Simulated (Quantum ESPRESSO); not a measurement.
Si, 1 atom in the cell. The typed cell holds 1 atom: a = 2.634 Å, b = 2.645 Å, c = 2.663 Å, α = 104.47°, β = 103.97°, γ = 120.08°. This isn't the form of Si at room conditions, which is diamond. The cell isn't the ideal one: cell strained at random at fixed volume.

| Quantity | Value |
| --- | --- |
| Program | Quantum ESPRESSO 7.5 |
| Task | single point |
| Functional | PBE |
| Potentials or basis | SSSP 1.3 efficiency PBE |
| Cutoff | 748 eV |
| Density cutoff | 5987 eV |
| k mesh | 13 × 13 × 13 |
| Occupations | fermi-dirac, width 0.05 eV |
| Spin | no spin polarisation |
| Mixing beta | 0.5 |
| Most SCF iterations | 120 |
| SCF threshold | 2e-10 Ry |

Potentials or basis: SSSP 1.3 efficiency PBE.

Command:

```bash
$ OMP_NUM_THREADS=1 pw.x -in pw.in > pw.out
```

Hardware: 1 thread of Arm Neoverse V1, with other jobs on the host.

Task: Estimate the wall time of this run.

Result: It took 60 s on 1 thread of Arm Neoverse V1, on a shared host, peak memory 0.15 GiB. Counts: scf iterations 6, k pools 1, bands 7, k points 1099, g dense 14701.
